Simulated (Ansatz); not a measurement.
Crystal: Zr.

```
CELL_PARAMETERS angstrom
3.23200 0.00000 0.00000
-1.61600 2.79899 0.00000
0.00000 0.00000 5.14700
ATOMIC_POSITIONS crystal
Zr 0.66667 0.33333 0.75000
Zr 0.33333 0.66667 0.25000
```

Program: Ansatz 0.2.0. Alike in all runs: potentials or basis Ansatz PAW; cell as given; cutoff (eV) 420. Hardware: 2 threads of Arm Neoverse V1, on a shared host.

Task: Order these runs on this cell by their wall time, lowest first.
A. task band structure; level LDA; spin off; k mesh 9 × 9 × 5; smearing fermi-dirac 0.05 eV; points for each segment of the path 14
B. task single point; level PBE; spin off; k mesh 9 × 9 × 5; smearing gaussian 0.011 eV
C. task band structure; level PBE; spin SOC, no magnetisation; k mesh 7 × 7 × 4; smearing fermi-dirac 0.05 eV; points for each segment of the path 14

Result: B (0.9 s), A (2.6 s), C (16 s).
